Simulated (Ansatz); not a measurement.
## Sensitivity of the gradients in Cs₂SnI₆ to the input

Cell: an entry of the Crystallography Open Database (COD) (the entry's cell lengths or inner coordinates differ somewhat from later room-temperature determinations).

Space group Fm-3m (No. 225); a = 11.6300 Å.

```csv
site,Wyckoff,site symmetry,x,y,z
Cs,8c,-43m,0.2500,0.2500,0.2500
Sn,4a,m-3m,0.0000,0.0000,0.0000
I,24e,4m.m,0.2450,0.5000,0.5000
```

One atom of each set is listed; the run and its k-mesh use a cell of 9 atoms with edges of 8.22, 8.22, 8.22 Å.

Reference run. All values are calculated (Ansatz; DFT, PBE, plane waves and PAW, scalar-relativistic, 420 eV cutoff, Γ-centred 5×5×5 k-points, Fermi–Dirac smearing 0.02 eV), not measured.

Problem. The input is changed as follows: `scf.n_extra_bands`: not typed → 4. What happens to V_zz (10²¹ V/m²) and η?

Solution. 

```csv
site,V_zz reference,η reference,V_zz changed,η changed
I,56.6,0.00,56.6,0.00
```

All printed values agree. Sites without a gradient aren't listed. SCF iterations: 7 and 7.

On the reference run: The largest force is 0.3 eV/Å, so the atoms aren't at the calculated equilibrium and relaxing them would move these values. Without spin–orbit coupling the gradients at and beside I can be off by some per cent, at some sites by more. With a gap of 0.2 eV on this mesh, the gradients can still move by some per cent as the k-mesh gets denser.
